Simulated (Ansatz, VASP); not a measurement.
**GaAs in VASP and in Ansatz**

```
CELL_PARAMETERS angstrom
0.00000 2.90192 2.90192
2.90192 0.00000 2.90192
2.90192 2.90192 0.00000
ATOMIC_POSITIONS crystal
Ga 0.00000 0.00000 0.00000
As 0.75000 0.75000 0.75000
```

Alike in both runs: functional RPBE; k mesh 10 × 10 × 10; occupations gaussian, width 0.01 eV; no spin polarisation.

Ansatz relaxed the structure, and its values are those at the end. VASP's run is a single point on that final structure, the one shown.

|  | VASP | Ansatz |
| --- | --- | --- |
| version | VASP 6.6.1 | Ansatz 0.2.0 |
| potentials or method | VASP PAW PBE potentials, release 64 (Ga_d, As) | scalar-relativistic, plane waves, PAW |
| plane-wave cutoff (eV) | 520 | 420 |
| valence electrons in the cell | 18 | 28 |

VASP gave:

```
gap on the k mesh at the Fermi level (eV) : 0.07
least direct gap on the mesh (eV)         : 0.07
pressure (GPa)                            : 0.1
```

Which values does Ansatz return?

gap on the k mesh at the Fermi level (eV): 0.07; least direct gap on the mesh (eV): 0.07; pressure (GPa): 0.0.

With one functional, cell and mesh, what is left measures potentials, basis and numerics. The two sets of potentials don't hold the same shells in valence.

Caveats: the PAW data sets were made with another functional, which shifts forces and pressure a little (VASP).
